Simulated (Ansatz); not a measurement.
The system is FePt (Tetraferroplatinum).

```
CELL_PARAMETERS angstrom
2.72350 0.00000 0.00000
0.00000 2.72350 0.00000
0.00000 0.00000 3.72000
ATOMIC_POSITIONS crystal
Pt 0.50000 0.50000 0.50000
Fe 0.00000 0.00000 0.00000
```

- Program: Ansatz 0.2.0
- Task: relaxation of cell and atoms
- Functional: PBE
- Potentials or basis: Ansatz PAW
- Cutoff: 420 eV (not typed: the program's choice for these potentials)
- k mesh: 10 × 10 × 7
- Occupations: fermi-dirac, width 0.05 eV
- Spin: collinear spin, ferromagnetic start
- Starting moments: [0.0, 3.0] μB

At the start: volume 13.80 Å³/atom.

Q: How do energy, volume and symmetry change on relaxing?

A: It ends after 5 steps and the volume is 14.02 Å³/atom (+1.6 %); space group P4/mmm (No. 123, to 0.05 Å); moment 3.31 μB per cell.

The path:
| step | energy change (eV) | largest force (eV/Å) | volume (Å³) |
| --- | --- | --- | --- |
| 1 | 0.0000 | 0.0000 | 27.59 |
| 2 | -0.0036 | 0.0000 | 28.24 |
| 3 | -0.0046 | 0.0000 | 28.05 |
| 4 | -0.0046 | 0.0000 | 28.05 |
| 5 | -0.0048 | 0.0000 | 28.05 |

Final structure:
```cif
data_structure
_symmetry_space_group_name_H-M 'P 1'
_symmetry_Int_Tables_number 1
_cell_length_a 2.7357
_cell_length_b 2.7357
_cell_length_c 3.7474
_cell_angle_alpha 90.000
_cell_angle_beta 90.000
_cell_angle_gamma 90.000
_cell_volume 28.05
loop_
_atom_site_label
_atom_site_type_symbol
_atom_site_fract_x
_atom_site_fract_y
_atom_site_fract_z
_atom_site_occupancy
Pt1 Pt 0.50000 0.50000 0.50000 1
Fe1 Fe 0.00000 0.00000 0.00000 1
```

Caveat: the plane-wave basis is chosen anew once the cell has moved, so the energies of steps on either side of that aren't comparable.
